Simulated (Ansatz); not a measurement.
Wires are cut from relaxed bulk Ir (Fm-3m, 14.50 Å³/atom, gap on the mesh 0.00 eV); atoms and period are relaxed, and energies count from that bulk.

The calculation used DFT PBE, scalar-relativistic, plane waves, PAW (Ansatz 0.2.0).

Settings: cutoff 420 eV, Γ-centred mesh 1×1×14 on the computed 16-atom cell, Gaussian smearing of 0.05 eV; no spin polarisation.

Start ([001] wire, 16 host atoms a period):

```yaml
crystal:
  lattice:
    - [14.80000, 0.00000, 0.00000]
    - [0.00000, 15.10000, 0.00000]
    - [0.00000, 0.00000, 3.87066]
  atoms:
    - { symbol: Ir, position: [0.30385, 0.30775, 0.00000] }
    - { symbol: Ir, position: [0.30385, 0.56408, 0.00000] }
    - { symbol: Ir, position: [0.56538, 0.30775, 0.00000] }
    - { symbol: Ir, position: [0.56538, 0.56408, 0.00000] }
    - { symbol: Ir, position: [0.30385, 0.43592, 0.50000] }
    - { symbol: Ir, position: [0.30385, 0.69225, 0.50000] }
    - { symbol: Ir, position: [0.56538, 0.43592, 0.50000] }
    - { symbol: Ir, position: [0.56538, 0.69225, 0.50000] }
    - { symbol: Ir, position: [0.43462, 0.30775, 0.50000] }
    - { symbol: Ir, position: [0.43462, 0.56408, 0.50000] }
    - { symbol: Ir, position: [0.69615, 0.30775, 0.50000] }
    - { symbol: Ir, position: [0.69615, 0.56408, 0.50000] }
    - { symbol: Ir, position: [0.43462, 0.43592, 0.00000] }
    - { symbol: Ir, position: [0.43462, 0.69225, 0.00000] }
    - { symbol: Ir, position: [0.69615, 0.43592, 0.00000] }
    - { symbol: Ir, position: [0.69615, 0.69225, 0.00000] }
```

What does the relaxation give?

The free energy falls by 111 meV/atom.

```
excess energy (eV per host atom) : 1.334
line energy (eV/Å)               : 5.804
period (Å)                       : 3.677
gap on the mesh (eV)             : 0
```

Relaxed structure:
```
Ir
1.0
    14.80000    0.00000    0.00000
     0.00000   15.10000    0.00000
     0.00000    0.00000    3.67746
Ir
16
Cartesian
  4.5645 4.7145 0.0000
  4.5364 8.5113 0.0000
  8.3613 4.6865 0.0000
  8.3858 8.5358 0.0000
  4.5364 6.5887 1.8387
  4.5645 10.3855 1.8387
  8.3858 6.5642 1.8387
  8.3613 10.4135 1.8387
  6.4387 4.6865 1.8387
  6.4142 8.5358 1.8387
  10.2355 4.7145 1.8387
  10.2636 8.5113 1.8387
  6.4142 6.5642 0.0000
  6.4387 10.4135 0.0000
  10.2636 6.5887 0.0000
  10.2355 10.3855 0.0000
```

Spin-orbit coupling is left out, which matters for the bands of heavy elements.

Each run keeps its start's symmetry and one magnetic start, so lower states can exist.

The run took 4.9 min on 4 threads of Arm Neoverse V2, with other jobs on the host, peak memory 2.9 GiB.